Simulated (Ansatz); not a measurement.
# Copper, simple cubic under LDA: structure, energy and stiffness, part 2 of 2

What does LDA give for copper in the simple cubic structure? We relax it, solve it on a dense k-mesh, switch on spin-orbit coupling, then scale the cell to 7 volumes from 88 to 112 % of the relaxed one and try a fit of the equation of state. The k-meshes are 13×13×13 for the relaxation; 22×22×22 for the dense run; 13×13×13 for spin-orbit coupling; 15×15×15 for the volumes.

Ansatz 0.2.0; DFT, LDA (PW92), plane waves (420 eV) with PAW, scalar-relativistic. Earlier steps stand in the parts before.

**9. Volume × 1.04**

This is Cu in the simple cubic structure; at room conditions it is fcc.

The input, input.yaml:

```yaml
crystal:
  lattice:
    - [2.3574497563, 0.0, 0.0]
    - [0.0, 2.3574497563, 0.0]
    - [0.0, 0.0, 2.3574497563]
  atoms:
    - { symbol: Cu, position: [0.0, 0.0, 0.0] }
hamiltonian:
  xc: lda
  pseudopotentials:
    kind: paw
    azcp:
      Cu: "pseudopotentials/Cu.paw.azcp"
basis:
  ecutwfc: 420
  fft_grid_basis: typed
kpoints:
  mp_grid: { grid: [15, 15, 15], shift: [0, 0, 0] }
magnetization:
  spin_polarized: false
scf:
  occupations: { method: fermi_dirac, width: 0.1 }
  lower_state_search: "off"
output:
  stress: true
  write_density: true
  write_potential: true
  elf: true
  volumetric_format: npy
```

Output, cut to the lines that bear on the results:

```text
Warning: <dir> the record states the generating functional pbe (its physics header spells it `PBE`), which answers neither for hamiltonian.xc's functional nor for the lda family's — results may be inconsistent (PPs are generated against a specific XC)
Warning: RAYON_NUM_THREADS=2 ignored (pool sized by the plan → 2); use --threads N
[...]
Pseudopotentials: kind: paw
Pseudopotential: Cu, paw, valence charge 19, recommended cutoff 420 eV (normal), <dir>
Functional definition: SPW92
[...]
Crystal: 1 atoms, lattice volume = 13.102 Å³
Basis set: ecut = 420 eV, 251 PW (Γ)
Bands: 14, of which v1, the nominal top of the filled ones, is band 10 counted from 1 (9 counted from 0)
Symmetry: 48 space group operations
Space group: Pm-3m (ITA 221), of the structure as read, at distance tolerance 2.4e-5 Å
k-points: 120 of 3375
[...]
SCF iter   1: F=—  HF=-6555.185755 eV  |F-HF|=—  |Δ(HF+E_count)|=         —  Δρ=2.08e-2  dr2=2.44e-2  ethr=1.77e-3  ⟨swp⟩=5.4  Hψ=8510  notcnv=0
[...]
SCF iter   6: F=-6555.179462 eV  HF=-6555.179462 eV  |F-HF|=0.00e0  |Δ(HF+E_count)|=  2.00e-11  Δρ=4.77e-7  dr2=6.49e-12  ethr=1.23e-12  ⟨swp⟩=4.9  Hψ=8529  notcnv=0
[...]
SCF converged after 6 iterations
Free energy (F): -6555.179462 eV
[...]
E sigma→0 (E₀):  -6555.175646 eV
Entropy (-TS):   -0.007632 eV (-7.632 meV/atom)
Fermi energy:    13.994838 eV
[...]
--- Stress (GPa, compression-positive) ---
       -5.018038       0.000000       0.000000
       -0.000000      -5.018038       0.000000
        0.000000       0.000000      -5.018038
  P = ⅓ Tr σ = -5.0180 GPa (-50.180 kbar)
--- Band table (eV; the first three rows and the last of 120) ---
  k-point 0: bands = ["-97.4051", "-55.1477", "-55.1477", "-55.1477", "5.5989", "9.9708", "9.9708", "12.7536", "12.7536", "12.7536", "32.1092", "32.1092", "32.1092", "35.7652"]
[...]
```

It took 1.1 s on 2 threads of Arm Neoverse V1, shared host; peak memory 0.27 GiB.

**10. Volume × 1.08**

input.yaml: that of step 9 with these lines changed.

```diff
@@ -2,5 +2,5 @@
   lattice:
-    - [2.3574497563, 0.0, 0.0]
-    - [0.0, 2.3574497563, 0.0]
-    - [0.0, 0.0, 2.3574497563]
+    - [2.3872940607, 0.0, 0.0]
+    - [0.0, 2.3872940607, 0.0]
+    - [0.0, 0.0, 2.3872940607]
   atoms:
```

Output, cut to the lines that bear on the results:

```text
Warning: <dir> the record states the generating functional pbe (its physics header spells it `PBE`), which answers neither for hamiltonian.xc's functional nor for the lda family's — results may be inconsistent (PPs are generated against a specific XC)
Warning: RAYON_NUM_THREADS=2 ignored (pool sized by the plan → 2); use --threads N
[...]
[... 3 set-up lines as earlier in the session ...]
[...]
Crystal: 1 atoms, lattice volume = 13.606 Å³
Basis set: ecut = 420 eV, 251 PW (Γ)
Bands: 14, of which v1, the nominal top of the filled ones, is band 10 counted from 1 (9 counted from 0)
[... 2 set-up lines as earlier in the session ...]
k-points: 120 of 3375
[...]
SCF iter   1: F=—  HF=-6555.163861 eV  |F-HF|=—  |Δ(HF+E_count)|=         —  Δρ=2.11e-2  dr2=2.66e-2  ethr=1.77e-3  ⟨swp⟩=5.5  Hψ=8472  notcnv=0
[...]
SCF iter   6: F=-6555.157248 eV  HF=-6555.157248 eV  |F-HF|=3.64e-12  |Δ(HF+E_count)|=  7.91e-11  Δρ=3.58e-7  dr2=3.92e-12  ethr=1.00e-12  ⟨swp⟩=4.8  Hψ=8489  notcnv=0
[...]
SCF converged after 6 iterations
Free energy (F): -6555.157248 eV
[...]
E sigma→0 (E₀):  -6555.153238 eV
Entropy (-TS):   -0.008020 eV (-8.020 meV/atom)
Fermi energy:    13.284025 eV
[...]
--- Stress (GPa, compression-positive) ---
       -8.945192       0.000000       0.000000
       -0.000000      -8.945192       0.000000
        0.000000       0.000000      -8.945192
  P = ⅓ Tr σ = -8.9452 GPa (-89.452 kbar)
--- Band table (eV; the first three rows and the last of 120) ---
  k-point 0: bands = ["-98.0445", "-55.7974", "-55.7974", "-55.7974", "5.1396", "9.4220", "9.4220", "12.0538", "12.0538", "12.0538", "30.9840", "30.9840", "30.9840", "34.5812"]
[...]
```

Run time: 1.1 s. Hardware: 2 threads of Arm Neoverse V1, shared host; peak memory 0.27 GiB.

**11. Volume × 1.12**

input.yaml: that of step 10 with these lines changed.

```diff
@@ -2,5 +2,5 @@
   lattice:
-    - [2.3872940607, 0.0, 0.0]
-    - [0.0, 2.3872940607, 0.0]
-    - [0.0, 0.0, 2.3872940607]
+    - [2.4164102724, 0.0, 0.0]
+    - [0.0, 2.4164102724, 0.0]
+    - [0.0, 0.0, 2.4164102724]
   atoms:
@@ -25,5 +25 @@
   stress: true
-  write_density: true
-  write_potential: true
-  elf: true
-  volumetric_format: npy
```

Output, cut to the lines that bear on the results:

```text
Warning: <dir> the record states the generating functional pbe (its physics header spells it `PBE`), which answers neither for hamiltonian.xc's functional nor for the lda family's — results may be inconsistent (PPs are generated against a specific XC)
Warning: RAYON_NUM_THREADS=2 ignored (pool sized by the plan → 2); use --threads N
[...]
[... 3 set-up lines as earlier in the session ...]
[...]
Crystal: 1 atoms, lattice volume = 14.110 Å³
Basis set: ecut = 420 eV, 257 PW (Γ)
Bands: 14, of which v1, the nominal top of the filled ones, is band 10 counted from 1 (9 counted from 0)
[... 2 set-up lines as earlier in the session ...]
k-points: 120 of 3375
[...]
SCF iter   1: F=—  HF=-6555.130982 eV  |F-HF|=—  |Δ(HF+E_count)|=         —  Δρ=2.13e-2  dr2=2.86e-2  ethr=1.77e-3  ⟨swp⟩=5.5  Hψ=8438  notcnv=0
[...]
SCF iter   6: F=-6555.124081 eV  HF=-6555.124081 eV  |F-HF|=0.00e0  |Δ(HF+E_count)|=  7.19e-11  Δρ=2.96e-7  dr2=2.38e-12  ethr=1.14e-12  ⟨swp⟩=1.6  Hψ=4905  notcnv=0
[...]
SCF converged after 6 iterations
Free energy (F): -6555.124081 eV
[...]
E sigma→0 (E₀):  -6555.119871 eV
Entropy (-TS):   -0.008419 eV (-8.419 meV/atom)
Fermi energy:    12.626537 eV
[...]
--- Stress (GPa, compression-positive) ---
      -12.019393       0.000000       0.000000
       -0.000000     -12.019393       0.000000
        0.000000       0.000000     -12.019393
  P = ⅓ Tr σ = -12.0194 GPa (-120.194 kbar)
```

Wall time 1.5 s (2 threads of Arm Neoverse V1, shared host); peak memory 0.27 GiB.

**12. Fitting the volumes**

All volumes keep the relaxed shape and fractional coordinates.

| V (Å³/atom) | E − E₀ (meV/atom) | P from the stress (GPa) | P from the fit (GPa) |
| --- | --- | --- | --- |
| 11.086 | 101.9 | 24.60 | 24.62 |
| 11.590 | 41.3 | 14.38 | 14.35 |
| 12.094 | 9.4 | 6.33 | 6.28 |
| 12.598 | 0.0 | -0.02 | -0.07 |
| 13.102 | 8.4 | -5.02 | -5.07 |
| 13.606 | 30.8 | -8.95 | -9.01 |
| 14.110 | 64.2 | -12.02 | -12.10 |

A third-order Birch-Murnaghan fit gives V₀ = 12.591 Å³/atom, B₀ = 141 GPa and B₀′ = 5.0; it misses no point by more than 0.03 meV/atom.

**13. What came out**

This closing draws on all 2 parts.

```
                      quantity                         value
space group (spins left aside)               Pm-3m (No. 221)
             conventional cell                   a = 2.327 Å
                        volume                12.598 Å³/atom
             shortest distance                       2.327 Å
               gap on the mesh  none (levels filled in part)
               relative to fcc                 +538 meV/atom
                   V₀, B₀, B₀′  12.591 Å³/atom, 141 GPa, 5.0
```

What this shows: From the guessed start the volume shrank by 1.2 % in 4 steps. Against the reference form of copper (fcc, computed apart with the same settings) it stands 538 meV/atom higher, so it is far from stable. Levels at the Fermi energy are filled in part, as in a metal. The total energy of the spin-orbit run lies -0.35 eV/atom from the scalar one, but the two kinds of run don't share a zero of energy: only differences within one kind count. B₀ comes out at 141 GPa. Relaxation kept the symmetry; phonons were not checked.
